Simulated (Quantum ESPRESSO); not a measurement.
## Zn in Quantum ESPRESSO: the effect of target pressure

Crystal: Zn.

```
Zn
1.0
     2.67000    0.00000    0.00000
    -1.33500    2.31229    0.00000
     0.00000    0.00000    4.96600
Zn
2
Cartesian
  1.3350 0.7708 3.7245
  0.0000 1.5415 1.2415
```

Alike in all runs:

```yaml
Program: Quantum ESPRESSO 7.5
Task: relaxation of cell and atoms
Functional: PBEsol
Potentials_or_basis: GBRV 1.5 PBEsol
Cutoff: 871 eV
Density_cutoff: 7007 eV
k_mesh: 11 × 11 × 6
Occupations: fermi-dirac, width 0.05 eV
Spin: no spin polarisation
```

Each run relaxes the cell or the atoms first.

```csv
target pressure,relaxed volume (Å³/atom)
0 GPa,?
2 GPa,13.65
5 GPa,13.29
10 GPa,12.78
20 GPa,12.02
30 GPa,11.46
```

Q: What does the run with target pressure 0 GPa give?

A: Relaxed volume 13.93 Å³/atom.

Worked out: In Murnaghan's law V^(-B') rises as a straight line in P. The other rows fit best with B' = 4.6, V0 = 13.93 Å³/atom and B0 = 95 GPa, which gives 13.93 Å³/atom at 0 GPa, against the run's 13.93.

Caveats: the volume moved by over 15 % at a fixed basis, so the end points are rough (some runs).
